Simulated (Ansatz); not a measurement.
# KI (Fm-3m) in Ansatz: band structure with PBE0

Aim: the band structure of KI with PBE0.

All numbers are computed with Ansatz 0.2.0; they aren't measurements. Logs are shortened: lines on timing, memory, paths and dates and some standing lists are left out, and cuts for length are marked.

**Measured values to compare with.**

From a printed reference work, monograph, for a bulk crystal of KI: band gap 6.32 eV.

The results are compared with them further down.

## (1) The structure

It takes space group Fm-3m (No. 225, cubic). The conventional cell has a = 7.066 Å, b = 7.066 Å, c = 7.066 Å, α = 90.00°, β = 90.00°, γ = 90.00°. I (site symmetry m-3m) has 6 K at 3.53 Å as nearest neighbours. Around K (site symmetry m-3m) lie 6 I at 3.53 Å.

## (2) Band structure, PBE0

Contents of input:

```
crystal:
  lattice:
    - [0.0, 3.532775, 3.532775]
    - [3.532775, 0.0, 3.532775]
    - [3.532775, 3.532775, 0.0]
  atoms:
    - { symbol: I, position: [0.5, 0.5, 0.5] }
    - { symbol: K, position: [0.0, 0.0, 0.0] }
hamiltonian:
  xc: pbe0
  pseudopotentials: { kind: paw }
kpoints:
  mp_grid: { grid: [4, 4, 4] }
  band_path:
    path:
      - [[0.0, 0.0, 0.0], [0.5, 0.0, 0.5], [0.5, 0.25, 0.75], [0.375, 0.375, 0.75], [0.0, 0.0, 0.0], [0.5, 0.5, 0.5], [0.625, 0.25, 0.625], [0.5, 0.25, 0.75], [0.5, 0.5, 0.5], [0.375, 0.375, 0.75]]
      - [[0.625, 0.25, 0.625], [0.5, 0.0, 0.5]]
    npoints: 4
scf:
  occupations: { method: fermi_dirac, width: 0.05 }
  n_extra_bands: 6
output:
  forces: true
  stress: true
  eigenvalues: true
  fatbands: false
```

Potentials or basis: Ansatz PAW.

The log of the run:

```text
Warning: output.stress: scf.convergence.dr2_threshold = 1e-7 eV (the SCF's general default) is looser than the 2e-10 eV advised for a printed stress (1e-10 eV for each atom of the cell: 2). What an SCF threshold leaves in a stress goes as its square root, and in the free energy as the threshold itself, and one threshold admits the most on a small cell: of the crystals measured, under no hybrid functional and no lock of the moments, on runs that ended without the residual-converged pass, on stresses that held no estimate of that error, the worst erred by over 100 MPa in a component at 1e-7 eV an atom and by under 5 at 1e-10. Set scf.convergence.dr2_threshold to 2e-10 eV or tighter. The threshold is an SCF's pass mark: one that does not reach it within its budget of iterations ends unconverged, or closes short of it on a stop that the run arms, and scf.convergence.dr2_threshold's page says what that costs each kind of run
Warning: output.stress: scf.exx.energy_threshold = 1e-6 eV is looser than the 2e-8 eV advised for a stress under a hybrid functional (1e-8 eV for each atom of the cell: 2). Every SCF of the exchange loop can meet its threshold on dr2 while the loop round them stops early: no threshold on dr2 bounds what that leaves in the stress. Set scf.exx.energy_threshold to 2e-8 eV or tighter. The threshold is the loop's pass mark: a loop that does not reach it within its budget of cycles ends unconverged, and scf.exx.energy_threshold's page has the law
scf.n_extra_bands = 6 over 13 filled bands (N_el = 26.0): the run solves 19 bands
GPUs: using 1 of 1 available (devices: 1).
Engine: ansatz 0.2.0, x86_64-unknown-linux-gnu
Pseudopotentials: kind: paw
Pseudopotential: I, paw, valence charge 17, recommended cutoff 420 eV (normal), I.paw.azcp
Pseudopotential: K, paw, valence charge 9, recommended cutoff 420 eV (normal), K.paw.azcp
Functional definition: PBE0
  parameter a = 0.25
  parameter kappa = 0.804
  parameter beta = 0.06672455060314922
  exchange = (1 - a)*pbe_x(kappa = kappa, mu = beta*pi^2/3) + a*exact_x
  correlation = pbe_c(beta = beta)
device memory: the entry about to start is reckoned to put 0.9 GiB on a device that reports 57.1 GiB free (of which the cap on the GPU budget leaves the run 18.0 GiB)
GPU FFT provider: cuFFT
GPU libraries: cuBLAS 13.8.2, cuFFT 12.4.0, cuSOLVER 12.3.4
Crystal: 2 atoms, lattice volume = 88.182 Å³
Basis set: ecut = 420 eV, 1759 PW (Γ), exchange–correlation on 72×72×72 points (8 copies of the dense FFT grid, shifted against one another)
Bands: 19, of which v1, the nominal top of the filled ones, is band 13 counted from 1 (12 counted from 0)
Symmetry: 48 space group operations
Space group: Fm-3m (ITA 225), of the structure as read, at distance tolerance 4.5e-5 Å
k-points: 8 of 64
Non-local potential: I, projectors of the file, l = 0: 2, l = 1: 2, l = 2: 2, l = 3: 2
Non-local potential: K, projectors of the file, l = 0: 3, l = 1: 2, l = 2: 2
PAW form: soft (Blöchl's): semilocal exchange-correlation on the pseudo side does not see the compensation charge
PAW frozen core: I, regenerated for the run's functional, and the local potential with it (the file was generated under x = pbe(κ = 0.804, μ = 0.2195149727645171), c = pbe(β = 0.06672455060314922))
PAW frozen core: K, regenerated for the run's functional, and the local potential with it (the file was generated under x = pbe(κ = 0.804, μ = 0.2195149727645171), c = pbe(β = 0.06672455060314922))
PAW one-centre angular grid: I, 590 points (default); XC on 64 Gauss nodes
PAW one-centre angular grid: K, 110 points (default); XC on 64 Gauss nodes
Initial density: superposition of atomic densities (neutral atoms: chi_scale 0, normalization atom), corrected by the library's trained network
Initial wavefunctions: pseudopotential atomic-orbital guess
GPU buffer pool allocated for 46656 grid points (all kernels)
GPU transforms: local potential and band sums: pruned to the plane-wave sphere, on 36×36×36
Functional: x = pbe(κ = 0.804, μ = 0.2195149727645171), c = pbe(β = 0.06672455060314922), warm-up for x = 0.75 pbe(κ = 0.804, μ = 0.2195149727645171) + 0.25 exact, c = pbe(β = 0.06672455060314922)
SCF iter   1: F=—  HF=-9053.688849 eV  |F-HF|=—  |Δ(HF+E_count)|=         —  Δρ=3.86e-4  dr2=1.50e-4  ethr=1.77e-3  ⟨swp⟩=2.6  Hψ=1124  notcnv=0
preconditioner: auto → none  [insulator: Δε(μ)=3.959 eV  Ē_g=14.337 eV  σ=0.050 eV  W_gap=1.00  n_scr=14 (ndim 8)  ℏωp=14.8 eV  f_vac=0.139  D(μ)=0.00/eV (n_scr^D=0)]
iter 2 solved again at ethr=1.64e-8 eV; its pass at ethr=5.77e-7 eV (dr2=4.28e-6 eV) is discarded
SCF iter   2: F=-9053.688913 eV  HF=-9053.688887 eV  |F-HF|=2.69e-5  |Δ(HF+E_count)|=   3.72e-5  Δρ=8.88e-5  dr2=4.34e-6  ethr=1.64e-8  ⟨swp⟩=3.0  Hψ=736  notcnv=0  defer=1
SCF 1 stopped early in 2 iterations: F = -9053.688913 eV  dr2 = 4.34e-6
device memory: the entry about to start is reckoned to put 1.4 GiB on a device that reports 57.1 GiB free (of which the cap on the GPU budget leaves the run 18.0 GiB)
GPU FFT provider: cuFFT
GPU libraries: cuBLAS 13.8.2, cuFFT 12.4.0, cuSOLVER 12.3.4
Initial density: handed on by an earlier stage of this run
Initial wavefunctions: those handed on with the density
GPU buffer pool allocated for 46656 grid points (all kernels)
GPU transforms: local potential and band sums: pruned to the plane-wave sphere, on 36×36×36
Functional: x = 0.75 pbe(κ = 0.804, μ = 0.2195149727645171) + 0.25 exact, c = pbe(β = 0.06672455060314922)
Exchange kernel: α = 0.2500, full range, Wigner–Seitz truncation, v(0) = 10988.8119 eV·Å³, q-mesh 4×4×4, nearest image of the exchange supercell L = 19.98 Å, pair-density grid 18×18×18, without the augmentation charges, whose exchange is taken in its separable form by FFT convolution over the k-point mesh (sized by the pseudopotential files, 30×30×30 at the most), smooth part of the exact exchange by density-matrix convolution in up to 2.09 GiB of GPU memory as planned if the GPU has room (build and FFT work areas not counted)
Frozen-core exchange: fock
SCF iter   1: F=—  HF=-9058.770991 eV  |F-HF|=—  |Δ(HF+E_count)|=         —  Δρ=1.58e-3  dr2=1.70e-3  ethr=1.67e-7  ⟨swp⟩=10.9  Hψ=878  notcnv=0
preconditioner: auto → none  [insulator: Δε(μ)=5.629 eV  Ē_g=16.844 eV  σ=0.050 eV  W_gap=1.00  n_scr=14 (ndim 8)  ℏωp=14.8 eV  f_vac=0.137  D(μ)=0.00/eV (n_scr^D=0)]
SCF iter   2: F=—  HF=-9058.770797 eV  |F-HF|=—  |Δ(HF+E_count)|=   1.94e-4  Δρ=7.16e-4  dr2=4.21e-4  ethr=1.67e-7  ⟨swp⟩=3.9  Hψ=340  notcnv=0
SCF iter   3: F=—  HF=-9058.770837 eV  |F-HF|=—  |Δ(HF+E_count)|=   4.00e-5  Δρ=9.81e-5  dr2=3.39e-4  ethr=1.67e-7  ⟨swp⟩=3.0  Hψ=333  notcnv=0
SCF iter   4: F=—  HF=-9058.773808 eV  |F-HF|=—  |Δ(HF+E_count)|=   2.97e-3  Δρ=1.84e-4  dr2=3.52e-5  ethr=3.55e-8  ⟨swp⟩=5.0  Hψ=634  notcnv=0
SCF iter   5: F=—  HF=-9058.773808 eV  |F-HF|=—  |Δ(HF+E_count)|=   4.82e-7  Δρ=5.25e-5  dr2=6.79e-6  ethr=3.55e-8  ⟨swp⟩=3.0  Hψ=288  notcnv=0
SCF iter   6: F=-9058.773857 eV  HF=-9058.773857 eV  |F-HF|=2.09e-7  |Δ(HF+E_count)|=   4.92e-5  Δρ=3.08e-5  dr2=1.04e-6  ethr=3.57e-9  ⟨swp⟩=4.9  Hψ=522  notcnv=0
SCF 2 stopped early in 6 iterations: F = -9058.773857 eV  dr2 = 1.04e-6
hybrid outer 1: dexx = +3.432e-3 eV, tail = 9.29e-6 eV
GPU FFT provider: cuFFT
GPU libraries: cuBLAS 13.8.2, cuFFT 12.4.0, cuSOLVER 12.3.4
GPU buffer pool allocated for 46656 grid points (all kernels)
GPU transforms: local potential and band sums: pruned to the plane-wave sphere, on 36×36×36
Exchange kernel: α = 0.2500, full range, Wigner–Seitz truncation, v(0) = 10988.8119 eV·Å³, q-mesh 4×4×4, nearest image of the exchange supercell L = 19.98 Å, pair-density grid 18×18×18, without the augmentation charges, whose exchange is taken in its separable form by FFT convolution over the k-point mesh (sized by the pseudopotential files, 30×30×30 at the most), smooth part of the exact exchange by density-matrix convolution in up to 2.09 GiB of GPU memory as planned if the GPU has room (build and FFT work areas not counted)
Frozen-core exchange: fock
SCF iter   1: F=—  HF=-9058.773872 eV  |F-HF|=—  |Δ(HF+E_count)|=         —  Δρ=3.40e-5  dr2=7.79e-7  ethr=1.79e-7  ⟨swp⟩=5.4  Hψ=415  notcnv=0
preconditioner: auto → none  [insulator: Δε(μ)=5.656 eV  Ē_g=16.854 eV  σ=0.050 eV  W_gap=1.00  n_scr=14 (ndim 8)  ℏωp=14.8 eV  f_vac=0.143  D(μ)=0.00/eV (n_scr^D=0)]
SCF iter   2: F=—  HF=-9058.773872 eV  |F-HF|=—  |Δ(HF+E_count)|=   2.78e-7  Δρ=1.43e-5  dr2=4.93e-8  ethr=2.60e-9  ⟨swp⟩=3.0  Hψ=291  notcnv=0
SCF iter   3: F=-9058.773872 eV  HF=-9058.773872 eV  |F-HF|=2.17e-9  |Δ(HF+E_count)|=   1.02e-8  Δρ=1.59e-6  dr2=7.81e-9  ethr=1.66e-10  ⟨swp⟩=3.4  Hψ=355  notcnv=0
SCF 3 converged in 3 iterations: F = -9058.773872 eV  dr2 = 7.81e-9
  Residual-converged pass: ⟨swp⟩=3.0  Hψ=312  notcnv=0  max |occ|·‖R‖ = 2.4e-6 eV (tolerance 2.4e-6 eV)  dr2=7.82e-9  dr2_onsite=3.05e-10  max |Δocc| = 0.0e0
hybrid outer 2: dexx = +9.616e-8 eV, tail = 2.05e-8 eV, Δε = 2.97e-3 eV (about 1.82e-4 eV left of the loop's levels)
device memory: the entry about to start is reckoned to put 0.5 GiB on a device that reports 57.1 GiB free (of which the cap on the GPU budget leaves the run 18.0 GiB)
NSCF: frozen V_eff on 42 k-points, pencils in batches of 32, up to order 84
hybrid SCF converged: 2 outer / 9 inner (+2 warm-up), last move |dexx| = 9.62e-8 eV, tail = 2.05e-8 eV
Stability not checked: this state was not tested for a lower state beside it, because the functional holds exact exchange (a hybrid, or Hartree-Fock), whose exchange loop this test does not read (fock_operator; see scf.lower_state_search)
Free energy (F): -9058.773872 eV
Frozen-core exchange: fock
Harris-Foulkes:  -9058.773872 eV  (|F-HF|=2.17e-9)
Internal energy: -9058.773872 eV  (E = F + TS)
E sigma→0 (E₀):  -9058.773872 eV
Fermi energy:    4.035405 eV
--- Per-component energies (eV) ---
  E_band       = -586.038643
  E_kinetic    = 442.976573
  E_local      = -2829.479718  (includes V_loc(G=0)·N_el)
  E_nonlocal   = -77.644947
  E_hartree    = 1341.717392
  E_xc         = -202.968665
  E_vxc        = -226.434997  (∫ρ·V_xc dr)
  E_exx        = -85.116314  (= α·E_x^exact, valence–valence)
  E_paw        = -5579.342912  (= ΣΔE_a)
  E_vpaw       = -408.660072  (= ΣTr[D̂ρ^β])
  E_aug_tail   = -0.000005  (compensation charges beyond the density's cutoff)
  E_ewald      = -2068.432357
  E_core_change = -0.482921  (= ΣΔE_core)
  E_smearing   = -0.000000  (= −TS)
  E_closure    = 0.000001  (closes the sum)
  Σ components = -9058.773872   (vs F -9058.773872, Δ=1.82e-12)
--- Forces (eV/Å), atoms counted from 1 ---
  atom   1  I      0.00000000     0.00000000    -0.00000000
  atom   2  K     -0.00000000    -0.00000000    -0.00000000
  max |Σ_I F_I| component: 4.93e-30 eV/Å
--- Stress (GPa, compression-positive) ---
        0.382527      -0.000000      -0.000000
       -0.000000       0.382527      -0.000000
        0.000000       0.000000       0.382527
  P = ⅓ Tr σ = 0.3825 GPa (3.825 kbar)
--- Band table (eV; the first three rows and the last of 8) ---
  k-point 0: bands = ["-43.8901", "-43.8901", "-43.8870", "-43.8870", "-43.8870", "-29.6830", "-11.8061", "-11.8061", "-11.8061", "-10.2461", "1.1761", "1.1761", "1.1761", "6.8316", "9.5500", "9.5500", "9.5500", "10.4061", "10.4061"]
  k-point 1: bands = ["-43.8901", "-43.8901", "-43.8870", "-43.8870", "-43.8870", "-29.6819", "-11.8952", "-11.8067", "-11.8067", "-10.0802", "0.3662", "0.9880", "0.9880", "7.9490", "9.5686", "10.1956", "10.1956", "11.1240", "11.1240"]
  k-point 2: bands = ["-43.8900", "-43.8900", "-43.8870", "-43.8870", "-43.8870", "-29.6809", "-11.9716", "-11.8074", "-11.8074", "-9.9232", "-0.2585", "0.8144", "0.8144", "8.3698", "10.8178", "11.1610", "11.1610", "12.0455", "12.0455"]
  k-point 7: bands = ["-43.8901", "-43.8900", "-43.8870", "-43.8870", "-43.8870", "-29.6801", "-11.8625", "-11.8401", "-11.8401", "-10.0091", "0.3751", "0.3751", "0.5295", "9.4337", "9.4337", "9.6691", "11.3658", "12.0940", "13.1432"]
```

Run time: 26 s. Hardware: 1 × NVIDIA H100 80GB HBM3 with 2 threads of AMD EPYC 7R13 (Zen 3), shared host; peak memory 1.8 GiB.

Results:

```yaml
Free_energy: -9058.7739 eV
Pressure: 0.4 GPa
Band_gap_on_the_k_mesh: 5.66 eV, direct
Band_gap_along_the_path: 5.66 eV, direct
```

Levels at the corners of the path, in eV from the valence-band top:
```
point  band 11  band 12  band 13  band 14  band 15  band 16
    Γ     0.00     0.00     0.00     5.66     8.37     8.37
    X    -1.10    -0.41    -0.41     6.64     7.56    10.24
    W    -0.80    -0.80    -0.65     8.26     8.26     8.49
    K    -0.94    -0.82    -0.42     7.35     8.47     9.45
    Γ     0.00     0.00     0.00     5.66     8.37     8.37
    L    -1.43    -0.36    -0.36     7.19     9.64     9.98
    U    -0.94    -0.82    -0.42     7.35     8.47     9.45
    W    -0.80    -0.80    -0.65     8.26     8.26     8.49
    L    -1.43    -0.36    -0.36     7.19     9.64     9.98
    K    -0.94    -0.82    -0.42     7.35     8.47     9.45
    U    -0.94    -0.82    -0.42     7.35     8.47     9.45
    X    -1.10    -0.41    -0.41     6.64     7.56    10.24
```

Caveat: spin-orbit coupling is left out, which moves the levels of the heavy elements; the PAW data sets come from PBE, with cores solved anew for the run's functional, which leaves a small shift of forces and pressure; the thresholds are loose for stress.

## (3) How close it comes

Step 2. A measured gap of KI is 6.32 eV (a printed reference work, monograph); the calculated 5.66 eV misses it by -0.66 eV. Spin-orbit coupling on I is left out. The value is that of PBE0, without temperature or zero-point motion.
